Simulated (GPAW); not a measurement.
**Si/Al(100) in an electric field**

Aim: the dipole that a field along the normal induces in Si/Al(100).

Program: GPAW 26.7.0. Level of theory: GPAW, PAW setups; slab in vacuum, relaxation, in the first sound run; inputs show where later runs differ. Results are calculated unless marked as measured.

This is a report of a sequence of runs, with most program output left out.

## (1) Set-up

The cell holds 5 atoms: 4 Al and 1 Si. Its edges and angles: a = 2.864 Å, b = 2.864 Å, c = 21.429 Å, α = 90.0°, β = 90.0°, γ = 90.0°. Vacuum lies along c.

## (2) Relaxing the atoms

Forces are removed first; all later runs use this geometry. The lowest 2 atoms are held at bulk positions and keep their forces.

run.py

```python
import json
import numpy as np
from ase import Atoms
from ase.constraints import FixAtoms
from ase.optimize import BFGS
from gpaw import GPAW, PW

slab = Atoms(
    ['Al', 'Al', 'Al', 'Al', 'Si'],
    positions=[
        [1.43189, 1.43189, 7.00000],
        [0.00000, 0.00000, 9.02500],
        [1.43189, 1.43189, 11.05000],
        [0.00000, 0.00000, 13.07500],
        [1.43189, 1.43189, 14.42906]],
    cell=[[2.86378, 0.0, 0.0], [0.0, 2.86378, 0.0], [0.0, 0.0, 21.42906]],
    pbc=[True, True, False])

slab.calc = GPAW(mode=PW(400), xc='PBE', kpts={'size': (11, 11, 1), 'gamma': True},
                 occupations={'name': 'fermi-dirac', 'width': 0.1}, nbands='200%',
                 convergence={'density': 1e-05}, maxiter=200,
                 poissonsolver={'dipolelayer': 'xy'},
                 symmetry={'tolerance': 1e-3, 'extra_ids': [1, 1, 0, 0, 0]}, txt='slab.txt')
result = {}
slab.set_constraint(FixAtoms([0, 1]))
path = []
opt = BFGS(slab, maxstep=0.2)
opt.attach(lambda: path.append((slab.get_potential_energy(), slab.positions.tolist(), slab.get_forces().tolist())))
result['relaxed'] = bool(opt.run(fmax=0.03, steps=40))
result['path'] = path
energy = slab.get_potential_energy()
fermi = slab.calc.get_fermi_level()
v = slab.calc.get_electrostatic_potential().mean((0, 1)) - fermi
n = slab.calc.get_pseudo_density().mean((0, 1))
L = slab.cell[2, 2]
z = np.arange(len(v)) * L / len(v)
low, high = slab.positions[:, 2].min(), slab.positions[:, 2].max()
below, above = np.interp([low - 4.8, high + 4.8], z, v)
slopes = [np.interp(x, z, np.gradient(v, z)) for x in (low - 4.8, high + 4.8)]
eps = np.array([[slab.calc.get_eigenvalues(k, s) for k in range(len(slab.calc.get_ibz_k_points()))]
                for s in range(slab.calc.get_number_of_spins())]) - fermi
top, bottom = eps[eps < 0].max(), eps[eps > 0].min()
dipole = slab.get_dipole_moment()[2]
print(f'energy {energy:.4f} eV, Fermi level {fermi:.4f} eV, dipole {dipole:.5f} e A')
print(f'potential 4.8 A off the faces, from the Fermi level: lower {below:.4f} eV, upper {above:.4f} eV')
print(f'slope of the potential there: lower {slopes[0]:.5f}, upper {slopes[1]:.5f} eV/A')
print(f'nearest levels on the mesh: {top:.4f} and {bottom:.4f} eV')
print('magnetic moment', round(slab.get_magnetic_moment(), 3))
result.update(energy=energy, fermi=fermi, dipole=dipole, below=below, above=above, slopes=slopes, edges=[top, bottom],
              z=z.tolist(), v=v.tolist(), n=n.tolist(), positions=slab.positions.tolist(),
              forces=slab.get_forces(apply_constraint=False).tolist(), moments=slab.get_magnetic_moments().tolist())
json.dump(result, open('result.json', 'w'))
```

Launch:

```sh
$ OMP_NUM_THREADS=1 OPENBLAS_NUM_THREADS=1 python run.py
```

Run time: 8.5 min. Hardware: 1 thread of Arm Neoverse N1, shared host; peak memory 0.18 GiB.

Relaxation path:

```
step  energy less that of the first step (eV)  largest force (eV/Å)
   1                                   0.0000                2.5509
   2                                  -0.1521                2.1582
   3                                  -0.4735                0.4495
   4                                  -0.4797                0.4183
   5                                  -0.5132                0.3634
   6                                  -0.5216                0.2949
   7                                  -0.5250                0.2142
   8                                  -0.5289                0.2956
   9                                  -0.5325                0.3262
  10                                  -0.5404                0.3262
  11                                  -0.5530                0.2673
  12                                  -0.5663                0.2163
  13                                  -0.5732                0.0997
  14                                  -0.5746                0.0156
```

The atoms that moved most (Å):

```
atom     dx     dy     dz  length
 Si5  0.000  0.000  0.605   0.605
 Al4  0.000  0.000  0.064   0.064
 Al3  0.000  0.000  0.020   0.020
```

Final coordinates:

```xyz
5
Lattice="2.8638 0.0000 0.0000 0.0000 2.8638 0.0000 0.0000 0.0000 21.4291" Properties=species:S:1:pos:R:3
Al    1.4319    1.4319    7.0000
Al    0.0000    0.0000    9.0250
Al    1.4319    1.4319   11.0696
Al    0.0000    0.0000   13.1385
Si    1.4319    1.4319   15.0337
```

Numbers from this step:

| Quantity | Value |
| --- | --- |
| dipole along the normal | -0.01626 e·Å |
| levels nearest the Fermi level on the mesh | -0.2096, 0.02718 eV from the Fermi level |
| upper work function | 4.649 eV |
| lower work function | 4.291 eV |

The electrostatic potential energy of an electron (without an applied field's), less the Fermi level, planar mean oscillates, so the rows of the table below give means over windows of 2.04 Å about each position, cut where the curve ends. Its maxima inside the range that stand out by 2 % of the span (Å: eV): 8.0: -2.03, 10.1: -1.86, 12.1: -1.69, 14.0: -2.93. Its minima: 7.0: -13.3, 9.0: -13.4, 11.0: -13.4, 13.2: -13.6, 15.0: -15.7.

Table of electrostatic potential energy of an electron (without an applied field's), less the Fermi level, planar mean by z; means over each step:

```
z (Å)  electrostatic potential energy of an electron (without an applied field's), less the Fermi level, planar mean (eV)
 1.02                                                                                                                4.31
 3.06                                                                                                                4.29
 5.10                                                                                                                3.29
 7.14                                                                                                               -6.80
 9.18                                                                                                               -7.04
11.22                                                                                                               -6.98
13.26                                                                                                               -7.33
15.30                                                                                                               -6.81
17.34                                                                                                                4.37
19.38                                                                                                                4.65
```

The pseudo valence density, planar mean oscillates, so the rows of the table below give means over windows of 1 Å about each position, cut where the curve ends. Its maxima inside the range that stand out by 2 % of the span (Å: e/Å³): 6.6: 0.160, 8.4: 0.200, 10.5: 0.197, 11.8: 0.196, 14.6: 0.269, 15.4: 0.235. Its minima: 7.1: 0.132, 9.0: 0.131, 11.1: 0.131, 13.1: 0.130, 15.0: 0.214.

Pseudo valence density, planar mean against z; means over each step:

z (Å), pseudo valence density, planar mean (e/Å³) and a bar:
```
        2      0.000 
        3      0.000 
        4      0.001 
        5      0.015 ##
        6      0.095 ############
        7      0.154 ####################
        8      0.197 #########################
        9      0.163 #####################
       10      0.195 #########################
       11      0.161 #####################
       12      0.193 #########################
       13      0.162 #####################
       14      0.235 ##############################
       15      0.235 ##############################
       16      0.129 #################
       17      0.014 ##
       18      0.001 
       19      0.000 
       20      0.000
```

The relaxation lowered the energy of the cell by 0.575 eV (energies extrapolated to zero smearing; the optimiser's log prints free energies). The largest force left on a free atom is 0.016 eV/Å.

## (3) Plane waves, PBE

With the geometry fixed, the planar mean of the potential gives the vacuum level on each side.

This step: GPAW, PAW setups; slab in vacuum (GPAW 26.7.0).

Edit run.py of step 2 so:

```diff
@@ -3,4 +3,2 @@
 from ase import Atoms
-from ase.constraints import FixAtoms
-from ase.optimize import BFGS
 from gpaw import GPAW, PW
@@ -12,5 +10,5 @@
         [0.00000, 0.00000, 9.02500],
-        [1.43189, 1.43189, 11.05000],
-        [0.00000, 0.00000, 13.07500],
-        [1.43189, 1.43189, 14.42906]],
+        [1.43189, 1.43189, 11.06958],
+        [0.00000, -0.00000, 13.13855],
+        [1.43189, 1.43189, 15.03373]],
     cell=[[2.86378, 0.0, 0.0], [0.0, 2.86378, 0.0], [0.0, 0.0, 21.42906]],
@@ -22,10 +20,4 @@
                  poissonsolver={'dipolelayer': 'xy'},
-                 symmetry={'tolerance': 1e-3, 'extra_ids': [1, 1, 0, 0, 0]}, txt='slab.txt')
+                 symmetry={'tolerance': 1e-3}, txt='slab.txt')
 result = {}
-slab.set_constraint(FixAtoms([0, 1]))
-path = []
-opt = BFGS(slab, maxstep=0.2)
-opt.attach(lambda: path.append((slab.get_potential_energy(), slab.positions.tolist(), slab.get_forces().tolist())))
-result['relaxed'] = bool(opt.run(fmax=0.03, steps=40))
-result['path'] = path
 energy = slab.get_potential_energy()
```

It took 38 s on 1 thread; peak memory 0.18 GiB.

This step gave:

```
levels nearest the Fermi level on the mesh : -0.2096, 0.02717 eV from the Fermi level
```

Table of electrostatic potential energy of an electron (without an applied field's), less the Fermi level, planar mean by z:

z (Å), electrostatic potential energy of an electron (without an applied field's), less the Fermi level, planar mean (eV) and a bar from the least value:
```
      0.0        4.5 ##############################
      0.5        4.3 #############################
      1.0        4.3 #############################
      1.5        4.3 #############################
      2.0        4.3 #############################
      2.5        4.3 #############################
      3.0        4.3 #############################
      3.5        4.3 #############################
      4.0        4.3 #############################
      4.5        4.2 #############################
      5.0        4.0 #############################
      5.5        3.2 ############################
      6.0        0.6 ########################
      6.5       -6.1 ##############
      7.0      -13.2 ####
      7.5       -6.6 #############
      8.0       -2.1 ####################
      8.5       -6.2 ##############
      9.0      -13.4 ###
      9.5       -7.0 #############
     10.0       -1.9 ####################
     10.5       -5.4 ###############
     11.0      -13.2 ####
     11.5       -7.8 ############
     12.0       -1.9 ####################
     12.5       -4.5 ################
     13.0      -12.7 ####
     13.5       -9.3 #########
     14.0       -3.1 ###################
     14.5       -6.9 #############
     15.0      -15.7 
     15.5       -7.3 ############
     16.0        1.0 #########################
     16.5        3.7 #############################
     17.0        4.4 ##############################
     17.5        4.6 ##############################
     18.0        4.6 ##############################
     18.5        4.6 ##############################
     19.0        4.6 ##############################
     19.5        4.6 ##############################
     20.0        4.6 ##############################
     20.5        4.6 ##############################
     21.0        4.6 ##############################
```

The pseudo valence density, planar mean oscillates, so the rows of the table below give means over windows of 1 Å about each position, cut where the curve ends. Its maxima inside the range that stand out by 2 % of the span (Å: e/Å³): 6.6: 0.160, 8.4: 0.200, 10.5: 0.197, 11.8: 0.196, 14.6: 0.269, 15.4: 0.235. Its minima: 7.1: 0.132, 9.0: 0.131, 11.1: 0.131, 13.1: 0.130, 15.0: 0.214.

Table of pseudo valence density, planar mean by z; means over each step:

```
z (Å)  pseudo valence density, planar mean (e/Å³)
    2                                      6.1e-6
    3                                      9.0e-5
    4                                     0.00118
    5                                      0.0147
    6                                      0.0952
    7                                       0.154
    8                                       0.197
    9                                       0.163
   10                                       0.195
   11                                       0.161
   12                                       0.193
   13                                       0.162
   14                                       0.235
   15                                       0.235
   16                                       0.129
   17                                      0.0140
   18                                      9.2e-4
   19                                      5.4e-5
   20                                      3.0e-6
```

Force by atom:

```
atom  x (eV/Å)  y (eV/Å)  z (eV/Å)    size
 Al1    0.0000    0.0000   -0.0559  0.0559
 Al2    0.0000    0.0000    0.0668  0.0668
 Al3    0.0000    0.0000    0.0014  0.0014
 Al4    0.0000    0.0000   -0.0156  0.0156
 Si5    0.0000    0.0000    0.0031  0.0031
```

The potential is flat to 5.2e-4 eV/Å where it is read, so the vacuum is wide enough.

## (4) In a field

A uniform field along the normal polarises the slab; the atoms stay fixed, so this is the electronic response alone.

Edit run.py of step 3 so:

```diff
@@ -4,2 +4,3 @@
 from gpaw import GPAW, PW
+from gpaw.external import ConstantElectricField
 
@@ -20,2 +21,3 @@
                  poissonsolver={'dipolelayer': 'xy'},
+                 external=ConstantElectricField(-0.2, [0, 0, 1]),
                  symmetry={'tolerance': 1e-3}, txt='slab.txt')
```

Run time: 88 s. Hardware: 1 thread; peak memory 0.26 GiB.

This step gave:

| Item | Value |
| --- | --- |
| dipole along the normal | -0.1169 e·Å |
| levels nearest the Fermi level on the mesh | -0.2097, 0.02483 eV from the Fermi level |
| potential below the slab, the applied field's own ramp left out | 3.224 eV from the Fermi level |
| potential above the slab, the applied field's own ramp left out | 5.803 eV from the Fermi level |

The electrostatic potential energy of an electron (without an applied field's), less the Fermi level, planar mean by z:

z (Å), electrostatic potential energy of an electron (without an applied field's), less the Fermi level, planar mean (eV) and a bar from the least value:
```
      0.0        4.5 ############################
      0.5        3.2 ##########################
      1.0        3.2 ##########################
      1.5        3.2 ##########################
      2.0        3.2 ##########################
      2.5        3.2 ##########################
      3.0        3.2 ##########################
      3.5        3.2 ##########################
      4.0        3.2 ##########################
      4.5        3.1 ##########################
      5.0        2.9 ##########################
      5.5        2.2 #########################
      6.0       -0.3 #####################
      6.5       -7.0 ###########
      7.0      -14.0 #
      7.5       -7.2 ###########
      8.0       -2.6 ##################
      8.5       -6.6 ############
      9.0      -13.8 #
      9.5       -7.3 ###########
     10.0       -2.1 ###################
     10.5       -5.5 ##############
     11.0      -13.1 ##
     11.5       -7.6 ##########
     12.0       -1.6 ###################
     12.5       -4.1 ################
     13.0      -12.3 ####
     13.5       -8.7 #########
     14.0       -2.4 ##################
     14.5       -6.1 #############
     15.0      -14.8 
     15.5       -6.3 ############
     16.0        2.0 ########################
     16.5        4.8 #############################
     17.0        5.5 ##############################
     17.5        5.7 ##############################
     18.0        5.8 ##############################
     18.5        5.8 ##############################
     19.0        5.8 ##############################
     19.5        5.8 ##############################
     20.0        5.8 ##############################
     20.5        5.8 ##############################
     21.0        5.8 ##############################
```

Force by atom:

```
atom  x (eV/Å)  y (eV/Å)  z (eV/Å)    size
 Al1    0.0000    0.0000   -0.0605  0.0605
 Al2    0.0000    0.0000    0.0698  0.0698
 Al3    0.0000    0.0000    0.0034  0.0034
 Al4    0.0000    0.0000   -0.0116  0.0116
 Si5    0.0000    0.0000   -0.0016  0.0016
```

The dipole is now -0.117 e Å, against -0.016 in the run without a field.

## (5) Field on

Edit run.py of step 4 so:

```diff
@@ -21,3 +21,3 @@
                  poissonsolver={'dipolelayer': 'xy'},
-                 external=ConstantElectricField(-0.2, [0, 0, 1]),
+                 external=ConstantElectricField(-0.1, [0, 0, 1]),
                  symmetry={'tolerance': 1e-3}, txt='slab.txt')
```

The job ended after 97 s (1 thread; peak memory 0.26 GiB).

This step gave:

* dipole along the normal: -0.06657 e·Å
* levels nearest the Fermi level on the mesh: -0.2097, 0.02600 eV from the Fermi level
* potential below the slab, the applied field's own ramp left out: 3.756 eV from the Fermi level
* potential above the slab, the applied field's own ramp left out: 5.225 eV from the Fermi level

The electrostatic potential energy of an electron (without an applied field's), less the Fermi level, planar mean oscillates, so the rows of the table below give means over windows of 2.04 Å about each position, cut where the curve ends. Its maxima inside the range that stand out by 2 % of the span (Å: eV): 8.0: -2.29, 10.1: -1.93, 12.1: -1.55, 14.0: -2.60, 20.9: 5.23. Its minima: 7.0: -13.6, 9.0: -13.6, 11.0: -13.4, 13.2: -13.3, 15.0: -15.2.

Electrostatic potential energy of an electron (without an applied field's), less the Fermi level, planar mean against z; means over each step:

z (Å), electrostatic potential energy of an electron (without an applied field's), less the Fermi level, planar mean (eV) and a bar from the least value:
```
     1.02        3.8 ###########################
     3.06        3.8 ##########################
     5.10        2.8 ########################
     7.14       -7.2 
     9.18       -7.2 
    11.22       -6.9 #
    13.26       -7.1 
    15.30       -6.4 ##
    17.34        4.9 #############################
    19.38        5.2 ##############################
```

Force by atom:

```
atom  x (eV/Å)  y (eV/Å)  z (eV/Å)    size
 Al1    0.0000    0.0000   -0.0578  0.0578
 Al2    0.0000    0.0000    0.0684  0.0684
 Al3    0.0000    0.0000    0.0023  0.0023
 Al4    0.0000    0.0000   -0.0137  0.0137
 Si5    0.0000    0.0000    0.0007  0.0007
```

The dipole is now -0.0666 e Å, against -0.016 in the run without a field.

## (6) Field on

Edit run.py of step 5 so:

```diff
@@ -21,3 +21,3 @@
                  poissonsolver={'dipolelayer': 'xy'},
-                 external=ConstantElectricField(-0.1, [0, 0, 1]),
+                 external=ConstantElectricField(-0.05, [0, 0, 1]),
                  symmetry={'tolerance': 1e-3}, txt='slab.txt')
```

The job ended after 97 s (1 thread; peak memory 0.26 GiB).

(Part 1 of 2 ends here.)

[Logs are printed without paths, hosts, clocks, repeated set-up lines and the standing remarks that a program may print on its own settings, such as how far it seeks lower states.]

[Hosts, paths, dates, database ids (printed as entryN), source tags and the programs' standing remarks are cut or masked in the printed files.]
